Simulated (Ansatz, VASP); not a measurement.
## Two plane-wave programs on Nb3Sn

```xyz
8
Lattice="5.2821 0.0000 0.0000 0.0000 5.2821 0.0000 0.0000 0.0000 5.2821" Properties=species:S:1:pos:R:3 pbc="T T T"
Nb    1.3205    0.0000    2.6410
Nb    2.6410    3.9616    0.0000
Nb    3.9616    0.0000    2.6410
Nb    2.6410    1.3205    0.0000
Nb    0.0000    2.6410    3.9616
Nb    0.0000    2.6410    1.3205
Sn    0.0000    0.0000    0.0000
Sn    2.6410    2.6410    2.6410
```

Alike in both runs: task relaxation of cell and atoms; functional PBEsol; k mesh 8 × 8 × 8; occupations gaussian, width 0.1 eV; no spin polarisation.

|  | VASP | Ansatz |
| --- | --- | --- |
| version | VASP 6.6.1 | Ansatz 0.2.0 |
| potentials or method | VASP PAW PBE potentials, release 64 (Nb_sv, Sn_d) | scalar-relativistic, plane waves, PAW |
| plane-wave cutoff (eV) | 600 | 420 |
| valence electrons in the cell | 106 | 106 |

|  | VASP | Ansatz | Ansatz less VASP |
| --- | --- | --- | --- |
| gap on the k mesh at the Fermi level, each at its own relaxed structure (eV) | none | none | - |
| relaxed volume (Å³/atom) | 18.16 | 18.18 | +0.014 |
| relaxed cell length with the largest relative difference (Å) | 5.257 | 5.259 | +0.0014 |
| energy change over the relaxation (meV/atom) | -2 | -2 | +0.3 |

A gap of «none» marks a metal or a gap that the smearing closes.

Caveats: the PAW data sets were made with another functional, which shifts forces and pressure a little (VASP).
